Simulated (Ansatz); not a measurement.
Runs of Ansatz 0.2.0 on ZnO (zincite). Symmetry: P6_3mc, No. 186, hexagonal system. Conventional cell: a = 3.249 Å, b = 3.249 Å, c = 5.206 Å, α = 90.00°, β = 90.00°, γ = 120.00°. Zn (site symmetry 3m) is surrounded by 4 O at 1.97 to 1.98 Å. Around O (site symmetry 3m) lie 4 Zn at 1.97 to 1.98 Å. 

| task | level | potentials or basis | cell | k mesh | cutoff (eV) | smearing | points for each segment of the path | atoms under strain | gap on the mesh (eV) | pressure (GPa) | V0 of scaled cells (Å³/atom) | relaxed volume (Å³/atom) | B0 (GPa) | largest force (eV/Å) |
| --- | --- | --- | --- | --- | --- | --- | --- | --- | --- | --- | --- | --- | --- | --- |
| single point | PBE | Ansatz PAW | as given | 13 × 13 × 7 | 420 | fermi-dirac 0.05 eV | - | - | 0.80 | 4.9 | - | - | - | 0.07 |
| band structure | PBE | Ansatz PAW earlier set | as given | 9 × 9 × 5 | 930 | fermi-dirac 0.05 eV | 14 | - | 0.82 | 4.8 | - | - | - | 0.07 |
| equation of state | LDA | PseudoDojo LDA | as given | 9 × 9 × 5 | 1143 | fermi-dirac 0.05 eV | - | - | - | - | 11.30 | - | (a) | - |
| relaxation of cell and atoms | PBE+D3(BJ) | Ansatz PAW | relaxed | 9 × 9 × 5 | 420 | fermi-dirac 0.05 eV | - | - | 0.78 | 0.0 | - | 12.06 | - | - |
| equation of state | revPBE+D4 | Ansatz PAW | as given | 9 × 9 × 5 | 420 | fermi-dirac 0.05 eV | - | - | - | - | 11.99 | - | 132 | - |
| relaxation of cell and atoms | r2SCAN+rVV10 | Ansatz PAW | relaxed | 9 × 9 × 5 | 500 | fermi-dirac 0.05 eV | - | - | 1.19 | 0.0 | - | (b) | - | - |
| equation of state | BPBE | Ansatz PAW | as given | 9 × 9 × 5 | 420 | fermi-dirac 0.05 eV | - | - | - | - | 12.29 | - | 129 | - |
| elastic constants | PBEsol | Ansatz PAW | as given | 8 × 8 × 5 | 420 | fixed | - | relaxed | 0.70 | -1.5 | - | - | - | - |

Alike in all rows: no spin polarisation.

Q: Estimate the missing entries.

A: (a) 162; (b) 11.70.

Caveats: odd divisions of the mesh miss points on the zone boundary, where band edges often lie, so the gap on the mesh can be too wide (some runs); the cell was scaled at fixed shape and fractional positions, which overstates the stiffness of a crystal with free parameters, most of all of layers and chains (some runs); the plane-wave basis is chosen anew once the cell has moved, so the energies of steps on either side of that aren't comparable (some runs); the potentials were made for another functional, which shifts forces and pressure (some runs); the PAW data sets come from PBE, with cores solved anew for the run's functional, which leaves a small shift of forces and pressure (some runs).

A k mesh can miss the band edges.

The runs don't all hold the same shells in valence.
